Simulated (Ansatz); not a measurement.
**What NaI (model cell, started as CsCl type) distorts into**

Which phase does NaI (model cell, started as CsCl type) fall into along its unstable mode, and how much energy does it gain?

Method: DFT PBEsol, scalar-relativistic, plane waves, PAW, in Ansatz 0.2.0.

Report form: the programs' logs are mostly left out.

The structure was built from a prototype and need not be the compound's stable phase.

**1. The starting structure**

Symmetry: Pm-3m, No. 221, cubic system. The conventional cell has a = 3.987 Å, b = 3.987 Å, c = 3.987 Å, α = 90.00°, β = 90.00°, γ = 90.00°. Nearest to Na lie 8 I at 3.45 Å. Nearest to I lie 8 Na at 3.45 Å. Farther neighbours and most contacts between anions are not listed.

**2. Phonons on a q mesh**

The cell comes from relaxations at this level that are not shown. Stability and thermal properties need the whole zone. Linear response on a 4×4×4 q mesh gives force constants as far as a supercell of that size would, and the tensors from the zone-centre run are typed in so that the long-range dipole term is interpolated apart.

input.yaml

```yaml
crystal:
  lattice:
    - [3.987300671, 0.0, 0.0]
    - [0.0, 3.987300671, 0.0]
    - [0.0, 0.0, 3.987300671]
  atoms:
    - { symbol: Na, position: [0.0, 0.0, 0.0] }
    - { symbol: I, position: [0.5, 0.5, 0.5] }
kpoints:
  mp_grid: { grid: [8, 8, 8] }
hamiltonian:
  xc: pbesol
scf:
  occupations: { method: fixed }
output:
  eigenvalues: true
phonons:
  method: dfpt
  qmesh: [4, 4, 4]
  temperatures: { t_max: 1000, t_step: 50 }
  qpath:
    path:
      - [[0.0, 0.0, 0.0], [0.0, 0.5, 0.0], [0.5, 0.5, 0.0], [0.0, 0.0, 0.0], [0.5, 0.5, 0.5], [0.0, 0.5, 0.0]]
      - [[0.5, 0.5, 0.5], [0.5, 0.5, 0.0]]
    npoints: 10
  non_analytic_term:
    high_frequency_dielectric_tensor: [[3.8445, 0.0, 0.0], [0.0, 3.8445, 0.0], [0.0, 0.0, 3.8445]]
    born_effective_charges:
      - { species: Na, tensor: [[1.3253, 0.0, 0.0], [0.0, 1.3253, 0.0], [0.0, 0.0, 1.3253]] }
      - { species: I, tensor: [[-1.3253, 0.0, 0.0], [0.0, -1.3253, 0.0], [0.0, 0.0, -1.3253]] }
    source: "zone-centre run at this cell"
```

Run with:

```
ansatz run input.yaml --threads 4 --pin off --max-ram 7168MiB --backend cpu --events-out ev --progress --plain --runs-dir out
```

It took 93 s on 4 threads of Intel Xeon Platinum 8375C at 2.90GHz (Ice Lake), shared host; peak memory 1.1 GiB; 5.9 min of CPU time.

This step gave:

* gap on the k-mesh: 2.267 eV
* volume per atom: 31.70 Å³
* sum-rule residual before enforcement: 5.04e-6 eV/Å²
* lowest frequency on the path: -50.51 cm⁻¹
* point group: m-3m
* highest frequency on the path or at a solved wavevector: 165.8 cm⁻¹
* highest optical mode at the zone centre (no LO-TO term): 53.25 cm⁻¹
* lowest optical zone-centre mode: 53.25 cm⁻¹
* lowest mode on the q mesh (acoustic modes at Γ apart): -50.51 cm⁻¹

Frequencies (cm⁻¹) solved at each irreducible wavevector; negative means imaginary. Frequencies by wavevector, by row:

```csv
q in reciprocal lattice units,star,mode 1,mode 2,mode 3,mode 4,mode 5,mode 6
0 0 0,1,0,0,0,53.2,53.2,53.2
0 0 0.25,6,-18.7,-18.7,51.9,51.9,65,155.8
0 0 -0.5,3,-31.8,-31.8,52.6,52.6,87.5,165.8
0 0.25 0.25,12,-30.6,49.3,60.1,61.9,72.7,123.5
0 0.25 -0.5,12,-41.4,47.5,55.6,71.4,84.1,120.8
0 -0.5 -0.5,3,-50.5,42,77.4,77.4,87.7,87.7
0.25 0.25 0.25,8,55.8,55.8,56.3,74.3,74.3,101.5
0.25 0.25 -0.5,12,48.2,50.2,69.5,77.7,79.5,104.1
0.25 -0.5 -0.5,6,40.8,73.9,73.9,76.3,92.4,92.4
-0.5 -0.5 -0.5,1,68.4,68.4,68.4,98.8,98.8,98.8
```

Interpolated from a 4×4×4 q mesh, with the LO-TO term (at Γ the limit along the path; where Γ stands inside the path, tables give the limit on arrival). Phonon branches along the path, in cm⁻¹:

```csv
point,branch 1,branch 2,branch 3,branch 4,branch 5,branch 6
Γ,0,0,0,53,53,145
halfway,-19,-19,52,52,65,156
X,-32,-32,53,53,87,166
halfway,-41,48,56,71,84,121
M,-50,42,77,77,88,88
halfway,-31,49,60,62,73,124
Γ,0,0,0,53,53,145
halfway,56,56,56,74,74,102
R,68,68,68,99,99,99
halfway,48,50,69,78,80,104
X,-32,-32,53,53,87,166
jump to R,68,68,68,99,99,99
halfway,41,74,74,76,92,92
M,-50,42,77,77,88,88
```

Symmetry leaves 10 wavevectors to solve. The lowest mode among them, the acoustic zeros apart, lies at q = (0, -0.5, -0.5) and is imaginary, 50.5i cm⁻¹, so the energy falls along it.

**3. The mode frozen in, largest atomic shift 0 Å**

The mode followed lies at q = (0, 0.25, -0.5) with frequency 41.4i cm⁻¹, one of the unstable modes though not the softest. At small amplitude the distorted cell has space group no. 67 by a symmetry search on the positions. The undistorted cell that holds it gives the zero of energy on the same k mesh.

System of this step: NaI (model cell, started as CsCl type). Symmetry: Pm-3m, No. 221, cubic system. The conventional cell has a = 3.987 Å, b = 3.987 Å, c = 3.987 Å, α = 90.00°, β = 90.00°, γ = 90.00°. Nearest to Na lie 8 I at 3.45 Å. I has 8 Na at 3.45 Å nearest. Farther neighbours and most contacts between anions are not listed.

input.yaml

```yaml
crystal:
  lattice:
    - [-3.987300671, 0.0, 0.0]
    - [0.0, 0.0, -7.9746013419]
    - [0.0, -7.9746013419, -3.987300671]
  atoms:
    - { symbol: Na, position: [0.0, 0.75, 0.5] }
    - { symbol: Na, position: [0.0, 0.25, 0.5] }
    - { symbol: Na, position: [0.0, 0.5, 1.0] }
    - { symbol: Na, position: [0.0, 1.0, 1.0] }
    - { symbol: I, position: [0.5, 0.625, 0.25] }
    - { symbol: I, position: [0.5, 0.125, 0.25] }
    - { symbol: I, position: [0.5, 0.375, 0.75] }
    - { symbol: I, position: [0.5, 0.875, 0.75] }
kpoints:
  mp_grid: { grid: [6, 4, 4] }
hamiltonian:
  xc: pbesol
scf:
  occupations: { method: gaussian, width: 0.02 }
output:
  forces: true
  stress: true
  eigenvalues: true
```

The job ended after 4.2 s (4 threads; peak memory 0.86 GiB).

Numbers from this step:

```
pressure                         : 0.006374 GPa
energy from the undistorted cell : 0 meV/atom
```

At this level the gap is 2.27 eV on the k-mesh of the self-consistent run, which can miss the band edges.

**4. The mode frozen in, largest atomic shift 0.6 Å**

The atoms are moved along the unstable eigenvector, the largest shift by 0.6 Å, with the cell fixed.

input.yaml, the sections that differ from step 3:

```yaml
crystal:
  lattice:
    - [-3.987300671, 0.0, 0.0]
    - [0.0, 0.0, -7.9746013419]
    - [0.0, -7.9746013419, -3.987300671]
  atoms:
    - { symbol: Na, position: [0.0, 0.75, 0.5] }
    - { symbol: Na, position: [0.0, 0.25, 0.5] }
    - { symbol: Na, position: [0.0, 0.5, 1.0] }
    - { symbol: Na, position: [0.0, 1.0, 1.0] }
    - { symbol: I, position: [0.6504777416, 0.625, 0.25] }
    - { symbol: I, position: [0.3495222584, 0.125, 0.25] }
    - { symbol: I, position: [0.3495222584, 0.375, 0.75] }
    - { symbol: I, position: [0.6504777416, 0.875, 0.75] }
# kpoints, hamiltonian, scf, output: as in step 3
```

Wall time 4.3 s (4 threads); peak memory 0.86 GiB.

Numbers from this step:

```yaml
pressure: 0.7143 GPa
gap_on_the_k_mesh: 2.619 eV
energy_from_the_undistorted_cell: -26.21 meV/atom
```

The energy, extrapolated to zero smearing, is -26.21 meV/atom against the undistorted cell.

The run ends at a pressure of 0.71 GPa, with forces up to 0.11 eV/Å.

**5. Energy along the mode, all amplitudes (two of the runs are shown above)**

An imaginary frequency means negative curvature, so the energy should fall and then rise again as anharmonic terms take over.

This step gave:

- depth at the lowest point sampled: 26.21 meV/atom
- largest atomic shift at that point: 0.6 Å

Energy from the parent against largest atomic shift:

```csv
largest atomic shift (Å),energy from the parent (meV/atom)
0.000,0
0.040,-0.319
0.080,-1.26
0.140,-3.72
0.220,-8.46
0.320,-15.4
0.450,-23.2
0.600,-26.2
```

Displacement at unit largest shift by atom:

```csv
atom,x (Å),y (Å),z (Å),size
Na1,0.00,0.00,0.00,0.00
Na2,0.00,0.00,0.00,0.00
Na3,0.00,0.00,0.00,0.00
Na4,0.00,0.00,0.00,0.00
I5,-1.00,0.00,0.00,1.00
I6,1.00,0.00,0.00,1.00
I7,1.00,0.00,0.00,1.00
I8,-1.00,0.00,0.00,1.00
```

The lowest of the steps tried is the last one, at 0.6 Å, 26.2 meV/atom below the parent; the bottom of the well need not coincide with a step.

**6. Relaxing from the distorted cell**

Starting from the lowest point found, all atoms and the cell are let go, so that strain and other modes of the same symmetry can join in.

Edit input.yaml of step 4 so:

```diff
@@ -19,3 +19,3 @@
 scf:
-  occupations: { method: gaussian, width: 0.02 }
+  occupations: { method: fixed }
 output:
@@ -24 +24,6 @@
   eigenvalues: true
+relax:
+  adjacent_minimum: "off"
+  f_tol: 0.002
+  max_steps: 120
+  cell: { stress_tol: 0.03 }
```

It took 41 s on 4 threads; peak memory 0.96 GiB.

The steps of the relaxation:

```csv
step,energy less that of the first step (eV),largest force component (eV/Å),pressure (GPa),volume (Å³)
1,0.0000,0.1076,0.71,253.57
2,-0.0765,0.0513,0.28,259.61
3,-0.0919,0.0512,0.09,264.17
4,-0.1053,0.0058,0.05,270.92
5,-0.1051,0.0076,-0.03,272.59
6,-0.1055,0.0002,0.00,271.89
7*,-0.1070,0.0002,0.01,271.89
```

Relaxation steps marked * repeat the geometry before them on a plane-wave basis chosen anew for their cell, so energy and pressure can jump there. Relaxation step 5 was tried and not accepted.

Forces are held to the 8 operations that the run works with; a distortion that breaks them can't arise in this run.

```csv
"conventional cell, symmetrised",before,after,change
a (Å),7.975,7.862,-1.4 %
b (Å),15.949,16.115,+1.0 %
c (Å),3.987,4.292,+7.6 %
volume (Å³/atom),31.70,33.99,+7.2 %
```

The atoms that moved most (Å, as changes of fractional coordinates times the final cell):

```csv
atom,dx,dy,dz,length
I6,0.120,-0.037,0.000,0.125
I7,0.120,0.037,0.000,0.125
I5,-0.120,-0.037,0.000,0.125
I8,-0.120,0.037,0.000,0.125
```

This step gave:

```yaml
pressure: 0.007737 GPa
gap_on_the_k_mesh: 2.852 eV
volume_per_atom: 33.99 Å³
```

The distorted start has space group Cmme; the relaxation ends in Cmme.

**7. The new phase in its own primitive cell**

The relaxed structure is symmetrised, reduced to its primitive cell and relaxed tightly, as its phonons need.

input.yaml

```yaml
crystal:
  lattice:
    - [3.931039114, -8.0574148521, 0.0]
    - [3.931039114, 8.0574148521, 0.0]
    - [0.0, 0.0, 4.2919258526]
  atoms:
    - { symbol: Na, position: [0.25, 0.25, 0.0] }
    - { symbol: Na, position: [0.75, 0.75, 0.0] }
    - { symbol: Na, position: [0.5, 0.0, 0.0] }
    - { symbol: Na, position: [0.0, 0.5, 0.0] }
    - { symbol: I, position: [0.8773103743, 0.1226896257, 0.3216633102] }
    - { symbol: I, position: [0.3773103743, 0.6226896257, 0.6783366898] }
    - { symbol: I, position: [0.1226896257, 0.8773103743, 0.6783366898] }
    - { symbol: I, position: [0.6226896257, 0.3773103743, 0.3216633102] }
kpoints:
  mp_grid: { grid: [4, 4, 6] }
hamiltonian:
  xc: pbesol
scf:
  occupations: { method: fixed }
output:
  forces: true
  stress: true
  eigenvalues: true
relax:
  adjacent_minimum: "off"
  f_tol: 0.001
  max_steps: 60
  cell: { stress_tol: 0.01 }
```

Wall time 23 s (4 threads); peak memory 0.96 GiB.

Relaxation path:

```csv
step,energy less that of the first step (eV),largest force component (eV/Å),pressure (GPa),volume (Å³)
1,0.0000,0.0004,0.01,271.89
2,0.0000,0.0005,0.00,272.07
3,0.0000,0.0008,0.00,272.25
4*,0.0000,0.0008,0.00,272.25
```

Relaxation steps marked * repeat the geometry before them on a plane-wave basis chosen anew for their cell, so energy and pressure can jump there.

Forces are held to the 8 operations that the run works with; a distortion that breaks them can't arise in this run.

```csv
"conventional cell, symmetrised",before,after,change
a (Å),7.862,7.861,-0.0 %
b (Å),16.115,16.115,+0.0 %
c (Å),4.292,4.298,+0.1 %
volume (Å³/atom),33.99,34.03,+0.1 %
```

Final coordinates:

```
Na I
1.0
     3.93052   -8.05773    0.00000
     3.93052    8.05773    0.00000
     0.00000    0.00000    4.29802
Na I
4 4
Direct
  0.25000 0.25000 0.00000
  0.75000 0.75000 0.00000
  0.50000 0.00000 0.00000
  0.00000 0.50000 0.00000
  0.87733 0.12267 0.32121
  0.37733 0.62267 0.67879
  0.12267 0.87733 0.67879
  0.62267 0.37733 0.32121
```

Numbers from this step:

```
pressure           : -9.97e-4 GPa
gap on the k-mesh  : 2.855 eV
volume per atom    : 34.03 Å³
direct gap on mesh : 2.997 eV
```

The largest force component left is 0.78 meV/Å and the pressure is -0.001 GPa, within the tolerances set. The cell now holds 34.03 Å³/atom.

**8. The phases reached**

The phases reached along the modes that were followed are set side by side.

Energies are those of the first relaxation, on the mesh of the frozen mode; space group, volume and gap are those of the last relaxation. Phases, by row:

```csv
mode frozen in,space group,energy from parent (meV/atom),volume (Å³/atom),gap on mesh (eV),lowest zone-centre optical mode (cm⁻¹),largest shift (Å)
parent,Pm-3m,0,31.7,2.267,–,–
"q = (0, -0.5, -0.5), 51i cm⁻¹",P4/nmm,-58.36,33.95,3.098,52.2,0.794
"q = (0, 0.25, -0.5), 41i cm⁻¹",Cmme,-39.59,34.03,2.855,–,0.766
```

**9. Results**

- unstable mode of the parent: q = (0, 0.25, -0.5), 41i cm⁻¹
- depth at the lowest point sampled: 26.2 meV/atom
- largest atomic shift at that point: 0.6 Å
- space group reached (within 0.01 Å): Cmme
- energy gained over the parent (first relaxation, on the mesh of the frozen mode): 39.6 meV/atom
- volume per atom, phase reached: 34.0 Å³
- gap on the k-mesh, phase reached: 2.86 eV

**Reading.** Along this mode the structure falls into Cmme, 39.6 meV/atom below the parent. At the parent's cell the well is 26.21 meV/atom deep on the steps tried, with its lowest point at a shift of 0.6 Å. That is the last step tried, so the steps alone don't bracket the bottom of the well. Relaxing atoms and cell changes the gain by +13.38 meV/atom against the lowest step (energies at zero smearing). The modes of the phase reached were not computed on this path. Of the 2 patterns followed to their end from this parent, this one ends 18.8 meV/atom above the lowest, P4/nmm. Each path keeps the symmetry of its pattern, so a lower phase may lie along a pattern not tried. Spin-orbit coupling is left out, which can matter for the heavy elements here. The starting cell was built on a prototype and not taken from a measurement, so the phase need not exist.

[Logs are printed without paths, hosts, clocks, repeated set-up lines and the standing remarks that a program may print on its own settings, such as how far it seeks lower states.]

[Hosts, paths, dates, database ids (printed as entryN), source tags and the programs' standing remarks are cut or masked in the printed files.]
